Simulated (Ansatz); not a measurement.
Level of theory: DFT PBE, scalar-relativistic, plane waves, PAW in Ansatz. All cells share a 420 eV cutoff and Γ-centred k meshes spaced at most about 0.3 Å⁻¹ (about 0.25 or finer for metals, 2π included). Spin is collinear.

All energies are static (0 K, no zero-point motion).

Task: Which of these relaxed structures of CrO₂ is the lowest in energy?
A. (parallel moments up to 1.6 μB, with smaller opposite ones on O) Space group P4/mmm (No. 123), tetragonal, a = 3.584 Å, c = 4.843 Å. Around Cr lie 4 O at 1.79 Å; around O lie 2 Cr at 1.79 Å.
B. (parallel moments up to 1.7 μB) Space group P4_2/mnm (No. 136), tetragonal, a = 4.445 Å, c = 2.921 Å. Cr is surrounded by 6 O at 1.91 Å; O is surrounded by 3 Cr at 1.91 Å.
C. (parallel moments up to 1.3 μB) Space group P4/nmm (No. 129), tetragonal, a = 3.821 Å, c = 4.597 Å. Cr is surrounded by 1 O at 1.59 Å and 4 O at 1.99 Å; around O on a site of symmetry -4m2 lie 4 Cr at 1.99 Å; around O on a site of symmetry 4mm lies 1 Cr at 1.59 Å.
D. (parallel moments up to 1.7 μB) Space group Pnma (No. 62), orthorhombic, a = 9.170 Å, b = 2.913 Å, c = 4.771 Å. Cr is surrounded by 6 O at 1.86–1.94 Å; O on its first site has 3 Cr at 1.86–1.93 Å; around O on its second site lie 3 Cr at 1.91–1.94 Å.
E. (parallel moments up to 1.9 μB) Space group Fm-3m (No. 225), cubic, a = 4.708 Å. Around Cr lie 8 O at 2.04 Å; around O lie 4 Cr at 2.04 Å and 6 O at 2.35 Å.

Result: B. The next of these, D, lies 42 meV/atom higher. Forms: B rutile type, P4_2/mnm; D Pnma; E fluorite type, Fm-3m; C P4/nmm; A P4/mmm. Counting O atoms around Cr (those within 1.25 times the shortest such distance or 1.15 times the sum of covalent radii; a plus sign parts nearer from farther groups): B has Cr 6; D has Cr 6; E has Cr 8; C has Cr 1+4; A has Cr 4. Origin: A and C, invented; B, reached from a cell as deposited in COD, among other starts; D, reached from a Materials Project cell; E, invented, matching a Materials Project cell.

Weakly bound directions are ill-defined at this level, which has no dispersion term (P4/nmm, P4/mmm), and this can change margins and order among such cells. In such compounds of Cr a zero gap at this level may well be an artefact, since no Hubbard U is applied. The magnetic state reached may not be the lowest. Cells relaxed within their symmetry can be saddle points. Some structure types and database cells were kept out of the candidates from the start, so a known form may be missing.
